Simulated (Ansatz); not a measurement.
Runs of Ansatz 0.2.0 on Tc. It takes space group Fm-3m (No. 225, cubic). The conventional cell has a = 3.900 Å, b = 3.900 Å, c = 3.900 Å, α = 90.00°, β = 90.00°, γ = 90.00°. Around Tc (site symmetry m-3m) lie 12 Tc at 2.76 Å. This isn't the form of Tc at room conditions, which is hcp.

```tsv
task	level	potentials or basis	spin	cell	k mesh	cutoff (eV)	pressure (GPa)	relaxed volume (Å³/atom)
band structure	LDA	all-electron LAPW, scalar-relativistic	off	as given	9 × 9 × 9	251	-20.2	-
band structure	LDA	all-electron LAPW, relativistic spinors	SOC, no magnetisation	as given	9 × 9 × 9	251	-20.0	-
relaxation of cell and atoms	LDA	all-electron LAPW, relativistic spinors	SOC, no magnetisation	relaxed	9 × 9 × 9	-	0.0	13.84
relaxation of cell and atoms	LDA	all-electron LAPW, scalar-relativistic	off	relaxed	9 × 9 × 9	-	0.0	13.84
relaxation of cell and atoms	BLYP	all-electron LAPW, scalar-relativistic	off	relaxed	12 × 12 × 12	-	0.0	(a)
```

Alike in all rows: smearing fermi-dirac 0.05 eV; basis error allowed 0.001 eV/atom.

**Question.** Fill in the values left out.

**Answer.** (a) 15.13.

Caveats: the k mesh is thin for a metal, which can move the energy by tens of meV per atom (some runs).

Not every run made on this cell is shown here.
